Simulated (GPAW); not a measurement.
Au: energy against volume and a worked fit

Symmetry: Im-3m, No. 229, cubic system. The conventional cell has a = 3.315 Å, b = 3.315 Å, c = 3.315 Å, α = 90.00°, β = 90.00°, γ = 90.00°. Au (site symmetry m-3m) has 8 Au at 2.87 Å as nearest neighbours.

This isn't the form of Au at room conditions, which is fcc.

The cell was scaled at fixed shape and fractions and run with GPAW, PAW data sets generated for this functional, cutoff 600 eV; PBEsol, k mesh 11 × 11 × 11 on the cell of 1 atom, fermi-dirac occupations of 0.05 eV, no spin polarisation, no spin-orbit coupling. Energies are those that the program minimises, any entropy of the smearing included. For a metal such a mesh isn't converged to the digits shown.

```tsv
V (Å³/atom)	energy over the lowest row (meV/atom)
17.1146	1.90
17.4787	0.00
17.8429	5.73
18.2070	?
18.5712	35.92
18.9353	58.77
19.2994	85.88
```

**Question.** Fit the third-order Birch-Murnaghan form, give V0, B0 and B′, and predict the energy left open.

**Answer.** With y = (V0/V)^(2/3), E = E0 + (9 V0 B0/16) [(y - 1)³ B′ + (y - 1)² (6 - 4y)]. Least squares through the rows shown give V0 = 17.3800 Å³/atom, E0 = -0.27 meV, B0 = 164.9 GPa (1 eV/Å³ = 160.218 GPa) and B′ = 5.76, with a largest miss of 0.02 meV. At V = 18.2070 the form with these constants gives 17.97 meV; the run gave 17.99 meV an atom.
